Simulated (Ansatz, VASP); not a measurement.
# MoS2: VASP beside Ansatz, part 2 of 2

Wanted: the spread between two codes on one cell, functional and k mesh. The cell is taken from a series of runs on this material, whose earlier steps may have relaxed, scaled, displaced or heated it; both programs get it as it stands.

VASP 6.6.1 and Ansatz 0.2.0.

So far: Set-up; Ansatz: single point, PBEsol, spin-orbit coupling.

### Step 3. VASP: single point, PBEsol, spin-orbit coupling

Level of this step: PBEsol, spin-orbit coupling, no spin polarisation; plane waves and PAW (S, Mo_sv) (VASP).

The same cell, functional, mesh and smearing now go to VASP, with its own data sets.

Lines of VASP's logs that name or quote its potential files are left out, and so is its time.

INCAR

```
SYSTEM = MoS2
PREC = Accurate
ENCUT = 400
EDIFF = 1E-06
NELM = 200
ISMEAR = -1
SIGMA = 0.02
LREAL = .FALSE.
ALGO = Normal
GGA = PS
LNONCOLLINEAR = .TRUE.
MAGMOM = 0 0 0 0 0 0 0 0 0 0 0 0 0 0 0 0 0 0 0 0 0 0 0 0 0 0 0
NBANDS = 96
GGA_COMPAT = .FALSE.
LASPH = .TRUE.
LSORBIT = .TRUE.
LMAXMIX = 4
LORBIT = 11
LWAVE = .FALSE.
LCHARG = .FALSE.
ISIF = 2
LDIPOL = .TRUE.
IDIPOL = 3
DIPOL = 0.5 0.5 0.5
LVHAR = .TRUE.
EFERMI = MIDGAP
NELMDL = -8
KPAR = 2
```

POSCAR

```
MoS2
1.0
    3.1158716118      0.0000000000      0.0000000000
   -1.5579358059      2.6984239707      0.0000000000
    0.0000000000      0.0000000000     52.6000000000
S Mo
6 3
Direct
    0.7500000000      0.2500000000      0.3600360148
    0.7500000000      0.2500000000      0.4194346753
    0.0833333333      0.9166666667      0.4703538471
    0.0833333333      0.9166666667      0.5296494710
    0.4166666666      0.5833333334      0.5805773126
    0.4166666666      0.5833333334      0.6399639852
    0.0833333333      0.9166666667      0.3897436905
    0.4166666666      0.5833333334      0.4999636025
    0.7500000000      0.2500000000      0.6102250258
```

KPOINTS

```
Automatic mesh
0
Gamma
9 9 1
0 0 0
```

PAW data sets: S and Mo_sv (PBE family, release 64).

Command:

```
$ mpirun -np 2 vasp_ncl
```

Numbers of over 12 decimals in the logs are rounded to 6 here.

What it wrote:

```text
[banner, memory and clock lines left out]
running    2 mpi-ranks, on    1 nodes
 distrk:  each k-point on    1 cores,    2 groups
 distr:  one band on    1 cores,    1 groups

 POSCAR found type information on POSCAR S Mo
 POSCAR found :  2 types and       9 ions
|                                                                             |
|               ----> ADVICE to this user running VASP <----                  |
|                                                                             |
|     You enforced a specific xc type in the INCAR file but a different       |
|     [... a line on the potential file left out ...]
|     I HOPE YOU KNOW WHAT YOU ARE DOING!                                     |
|                                                                             |

 LDA part: xc-table for (Slater+PW92), standard interpolation
|                                                                             |
|           W    W    AA    RRRRR   N    N  II  N    N   GGGG   !!!           |
|           W    W   A  A   R    R  NN   N  II  NN   N  G    G  !!!           |
|           W    W  A    A  R    R  N N  N  II  N N  N  G       !!!           |
|           W WW W  AAAAAA  RRRRR   N  N N  II  N  N N  G  GGG   !            |
|           WW  WW  A    A  R   R   N   NN  II  N   NN  G    G                |
|           W    W  A    A  R    R  N    N  II  N    N   GGGG   !!!           |
|                                                                             |
|     One of the lattice vectors is very long (>50 A), but AMIN is rather     |
|     large. This can spoil convergence since charge sloshing might occur     |
|     along the long lattice vector. If problems with convergence are         |
|     observed, try to decrease AMIN to a smaller value (e.g. 0.01).          |
|     Note: This warning only applies if the self-consistency cycle is        |
|     used.                                                                   |
|                                                                             |

 POSCAR, INCAR and KPOINTS ok, starting setup
 FFT: planning ... GRIDC
 FFT: planning ... GRID_SOFT
 FFT: planning ... GRID
 WAVECAR not read
 entering main loop
       N       E                     dE             d eps       ncg     rms          rms(c)
DAV:   1     0.620391399310E+03    0.62039E+03   -0.36229E+04  4624   0.109E+03
DAV:   2    -0.175087448108E+02   -0.63790E+03   -0.62193E+03  4648   0.301E+02
DAV:   3    -0.725535469132E+02   -0.55045E+02   -0.54092E+02  4224   0.809E+01
DAV:   4    -0.746347027372E+02   -0.20812E+01   -0.20637E+01  4792   0.151E+01
DAV:   5    -0.746948002967E+02   -0.60098E-01   -0.59908E-01  4992   0.251E+00
DAV:   6    -0.746966725052E+02   -0.18722E-02   -0.18706E-02  4864   0.430E-01
DAV:   7    -0.746967538397E+02   -0.81335E-04   -0.81295E-04  5112   0.814E-02
DAV:   8    -0.746967561771E+02   -0.23374E-05   -0.23351E-05  4248   0.119E-02    0.470E+01
DAV:   9    -0.715044184386E+02    0.31923E+01   -0.24011E+01  4000   0.232E+01    0.165E+01
DAV:  10    -0.711420575364E+02    0.36236E+00   -0.11118E+01  3952   0.154E+01    0.108E+01
DAV:  11    -0.705000194633E+02    0.64204E+00   -0.23899E+00  4128   0.756E+00    0.394E+00
DAV:  12    -0.705324701038E+02   -0.32451E-01   -0.34017E-01  4744   0.224E+00    0.216E+00
DAV:  13    -0.705038721188E+02    0.28598E-01   -0.10250E-01  4136   0.161E+00    0.614E-01
DAV:  14    -0.705038847533E+02   -0.12635E-04   -0.89317E-03  4856   0.395E-01    0.363E-01
[...]
DAV:  23    -0.705038253690E+02   -0.52503E-04   -0.26147E-06  3224   0.493E-03    0.346E-03
DAV:  24    -0.705038445071E+02   -0.19138E-04   -0.49828E-07  2808   0.170E-03    0.140E-03
DAV:  25    -0.705038592520E+02   -0.14745E-04   -0.16149E-07  2560   0.112E-03    0.102E-03
DAV:  26    -0.705038752756E+02   -0.16024E-04   -0.24517E-07  2680   0.107E-03    0.124E-03
DAV:  27    -0.705038810439E+02   -0.57683E-05   -0.44841E-08  2376   0.678E-04    0.704E-04
DAV:  28    -0.705038857267E+02   -0.46828E-05   -0.75935E-08  2472   0.668E-04    0.422E-04
DAV:  29    -0.705038872883E+02   -0.15616E-05   -0.14941E-08  2272   0.335E-04    0.315E-04
DAV:  30    -0.705038881367E+02   -0.84839E-06   -0.18807E-09  2120   0.193E-04
   1 F= -.70503888E+02 E0= -.70503888E+02  d E =-.831616E-10  mag=    -0.0000     0.0000    -0.0000
```

From OUTCAR (step 3):

```text
ion  position               nearest neighbor table
   1  0.750  0.250  0.360-   7 2.38   7 2.38   7 2.38
   2  0.750  0.250  0.419-   7 2.38   7 2.38   7 2.38
   3  0.083  0.917  0.470-   8 2.38   8 2.38   8 2.38
   4  0.083  0.917  0.530-   8 2.38   8 2.38   8 2.38
   5  0.417  0.583  0.581-   9 2.38   9 2.38   9 2.38
   6  0.417  0.583  0.640-   9 2.38   9 2.38   9 2.38
   7  0.083  0.917  0.390-   2 2.38   2 2.38   2 2.38   1 2.38   1 2.38   1 2.38
   8  0.417  0.583  0.500-   3 2.38   3 2.38   3 2.38   4 2.38   4 2.38   4 2.38
   9  0.750  0.250  0.610-   5 2.38   5 2.38   5 2.38   6 2.38   6 2.38   6 2.38

  LATTYP: Found a hexagonal cell.
 ALAT       =     3.1158716118
 C/A-ratio  =    16.8813117334

 Subroutine GETGRP returns: Found  6 space group operations
 (whereof  2 operations were pure point group operations)

The static configuration has the point symmetry C_1h.
 The point group associated with its full space group is C_3v.

 Found     19 irreducible k-points:

   k-points           NKPTS =     19   k-points in BZ     NKDIM =     19   number of bands    NBANDS=     96

   dimension x,y,z NGX =    20 NGY =   20 NGZ =  350
   dimension x,y,z NGXF=    40 NGYF=   40 NGZF=  700

   ENCUT  =  400.0 eV  29.40 Ry    5.42 a.u.   5.08  5.08 85.78*2*pi/ulx,y,z

   NELECT =      78.0000    total number of electrons

 k-points in reciprocal lattice and weights: Automatic mesh
   0.00000000  0.00000000  0.00000000       0.012
   0.11111111  0.00000000  0.00000000       0.037
  -0.11111111  0.00000000  0.00000000       0.037
   0.22222222 -0.00000000  0.00000000       0.037
  -0.22222222  0.00000000  0.00000000       0.037
   0.33333333  0.00000000  0.00000000       0.037
  -0.33333333  0.00000000  0.00000000       0.037
   0.44444444 -0.00000000  0.00000000       0.037
  -0.44444444  0.00000000  0.00000000       0.037
[...]
-0.33333333 -0.22222222  0.00000000       0.074
   0.33333333  0.33333333  0.00000000       0.025

 dipolmoment           0.000000      0.000000      0.010988 electrons x Angstroem

 average (electrostatic) potential at core
       1 -92.6922       2 -92.7407       3 -92.6414       4 -92.6313       5 -92.5123
       6 -92.4535       7 -82.6342       8 -82.5201       9 -82.4047

 E-fermi :  -0.0587

 k-point     1 :       0.0000    0.0000    0.0000
  band No.  band energies     occupation
    ...
     74      -1.7727      1.00000
     75      -0.8183      1.00000
     76      -0.8183      1.00000
     77      -0.4555      1.00000
     78      -0.4555      1.00000
     79       1.4140      0.00000
     80       1.4140      0.00000
     81       1.4880      0.00000
     82       1.4880      0.00000
     83       1.5294      0.00000
    ...

 k-point     2 :       0.1111    0.0000    0.0000
  band No.  band energies     occupation
    ...
     74      -1.7557      1.00000
     75      -1.0835      1.00000
     76      -1.0801      1.00000
     77      -0.8825      1.00000
     78      -0.8792      1.00000
     79       1.2639      0.00000
     80       1.2800      0.00000
     81       1.3278      0.00000
     82       1.3333      0.00000
     83       1.4044      0.00000
    ...

 k-point     3 :      -0.1111    0.0000    0.0000
  band No.  band energies     occupation
    ...
     74      -1.7557      1.00000
     75      -1.0835      1.00000
     76      -1.0801      1.00000
     77      -0.8825      1.00000
     78      -0.8792      1.00000
     79       1.2639      0.00000
     80       1.2800      0.00000
     81       1.3278      0.00000
     82       1.3333      0.00000
     83       1.4044      0.00000
    ...

  Total        2.9988988      2.9988988      2.3916868      0.0000000      0.0000000      0.0000000
  in kB       10.8641789     10.8641789      8.6644180      0.0000000      0.0000000      0.0000000
  external PRESSURE =      10.1309253 kB  Pullay stress =       0.0000000 kB

  energy-cutoff  :      400.00
  volume of cell :      442.26
      direct lattice vectors                 reciprocal lattice vectors
     3.115871612  0.000000000  0.000000000     0.320937485  0.185293344  0.000000000
    -1.557935806  2.698423971  0.000000000     0.000000000  0.370586687  0.000000000
     0.000000000  0.000000000 52.600000000     0.000000000  0.000000000  0.019011407

 POSITION                                       TOTAL-FORCE (eV/Angst)
 -----------------------------------------------------------------------------------
      1.94742      0.67461     18.93789         0.000000      0.000000     -0.084052
      1.94742      0.67461     22.06226         0.000000     -0.000000     -0.039095
     -1.16845      2.47356     24.74061        -0.000000      0.000000      0.010640
     -1.16845      2.47356     27.85956         0.000000      0.000000     -0.010884
      0.38948      1.57408     30.53837         0.000000      0.000000      0.039069
      0.38948      1.57408     33.66211        -0.000000      0.000000      0.083479
     -1.16845      2.47356     20.50052         0.000000      0.000000     -0.102807
      0.38948      1.57408     26.29809        -0.000000      0.000000      0.000449
      1.94742      0.67461     32.09784        -0.000000     -0.000000      0.103201
 -----------------------------------------------------------------------------------
    total drift:                               -0.000000      0.000000     -0.000026

  FREE ENERGIE OF THE ION-ELECTRON SYSTEM (eV)
  ---------------------------------------------------
  free  energy   TOTEN  =       -70.5038881367 eV

  energy  without entropy=      -70.5038881366  energy(sigma->0) =      -70.50388814

 vacuum level on the upper side and lower side of the slab         4.718         4.482

 Spin-Orbit-Coupling matrix elements
 Ion:    1  E_soc:     -0.0022341
 Ion:    2  E_soc:     -0.0022579
 Ion:    3  E_soc:     -0.0022576
 Ion:    4  E_soc:     -0.0022549
 Ion:    5  E_soc:     -0.0022569
 Ion:    6  E_soc:     -0.0022300
 Ion:    7  E_soc:     -0.1917131
 Ion:    8  E_soc:     -0.1918071
 Ion:    9  E_soc:     -0.1916554

 total charge
# of ion       s       p       d       tot
------------------------------------------
    1        1.358   2.333   0.000   3.690
    2        1.362   2.326   0.000   3.689
    3        1.360   2.331   0.000   3.691
    4        1.362   2.326   0.000   3.688
    5        1.360   2.331   0.000   3.692
    6        1.358   2.333   0.000   3.690
    7        2.304   6.240   4.020  12.565
    8        2.304   6.241   4.028  12.573
    9        2.303   6.241   4.021  12.565
--------------------------------------------------
tot         15.072  32.702  12.070  59.843

 magnetization (x)
# of ion       s       p       d       tot
------------------------------------------
    1        0.000   0.000   0.000   0.000
    2        0.000  -0.000   0.000  -0.000
    3        0.000   0.000   0.000   0.000
    4        0.000   0.000   0.000   0.000
    5        0.000  -0.000   0.000  -0.000
    6        0.000   0.000   0.000   0.000
    7       -0.000   0.000   0.000   0.000
    8       -0.000   0.000   0.000  -0.000
    9       -0.000   0.000  -0.000  -0.000
--------------------------------------------------
tot         -0.000  -0.000   0.000  -0.000

 magnetization (y)
# of ion       s       p       d       tot
------------------------------------------
    1        0.000   0.000   0.000   0.000
    2        0.000   0.000   0.000   0.000
    3        0.000   0.000   0.000   0.000
    4        0.000   0.000   0.000   0.000
    5        0.000   0.000   0.000   0.000
    6        0.000   0.000   0.000   0.000
    7        0.000  -0.000   0.000  -0.000
    8       -0.000   0.000   0.000   0.000
    9        0.000   0.000  -0.000  -0.000
--------------------------------------------------
tot          0.000  -0.000  -0.000  -0.000

 magnetization (z)
# of ion       s       p       d       tot
------------------------------------------
    1        0.000   0.000   0.000   0.000
    2        0.000   0.000   0.000   0.000
    3        0.000   0.000   0.000   0.000
    4        0.000   0.000   0.000   0.000
    5        0.000   0.000   0.000   0.000
    6        0.000   0.000   0.000   0.000
    7        0.000   0.000   0.000   0.000
    8        0.000   0.000   0.000   0.000
    9        0.000   0.000   0.000   0.000
--------------------------------------------------
tot          0.000   0.000   0.000   0.000

[... 3 further parts left out ...]
```

This run has no spin polarisation, so a moment on Mo, if there is one, isn't seen.

### Step 4. Comparison

Known differences besides the potentials themselves: spin-orbit coupling enters by fully relativistic files in Ansatz and inside the spheres in VASP; Ansatz cuts the interaction across the vacuum, VASP repeats the sheet with a dipole correction; the cutoff is 420 eV in Ansatz and 400 eV in VASP; Ansatz makes its cores anew for this functional, VASP keeps those of its PBE data sets. Total energies have different zeros and are not compared.

Compared:

```
              quantity  Ansatz   VASP  difference
gap on the k mesh (eV)   0.799  0.818      -0.019
```

Forces (eV/Å; atoms numbered as in POSCAR):

```
atom        Ansatz x, y, z          VASP x, y, z
  S1  0.000, 0.000, -0.079  0.000, 0.000, -0.084
  S2  0.000, 0.000, -0.038  0.000, 0.000, -0.039
  S3   0.000, 0.000, 0.011   0.000, 0.000, 0.011
  S4  0.000, 0.000, -0.010  0.000, 0.000, -0.011
  S5   0.000, 0.000, 0.039   0.000, 0.000, 0.039
  S6   0.000, 0.000, 0.079   0.000, 0.000, 0.083
 Mo7  0.000, 0.000, -0.102  0.000, 0.000, -0.103
 Mo8  0.000, 0.000, -0.001   0.000, 0.000, 0.000
 Mo9   0.000, 0.000, 0.101   0.000, 0.000, 0.103
```

The forces differ by 1.3 meV/Å r.m.s., which is 3.5 % of the r.m.s. force of 0.038 eV/Å (both taken over all components). A gap on the mesh is an upper bound, since the band edges may lie between its points. With vacuum in the cell, a pressure given here is an average over mostly empty space and none of the material.

### Step 5. Summary of results

- r.m.s. force difference (single point, PBEsol, spin-orbit coupling): 1.3 meV/Å

**Reading.** The r.m.s. force difference is 1.3 meV/Å (single point, PBEsol, spin-orbit coupling), within the 12 meV/Å picked in this series as the mark of a large difference. Such differences can come from data sets, numerical settings and the points named under the comparisons, not from the functional's error against experiment.

[Lines on the potential files, build, host, timing and source positions are cut from VASP's logs without a mark.]

[Logs are printed without paths, hosts, clocks, repeated set-up lines and the standing remarks that a program may print on its own settings, such as how far it seeks lower states.]

[Hosts, paths, dates, database ids (printed as entryN), source tags and the programs' standing remarks are cut or masked in the printed files.]
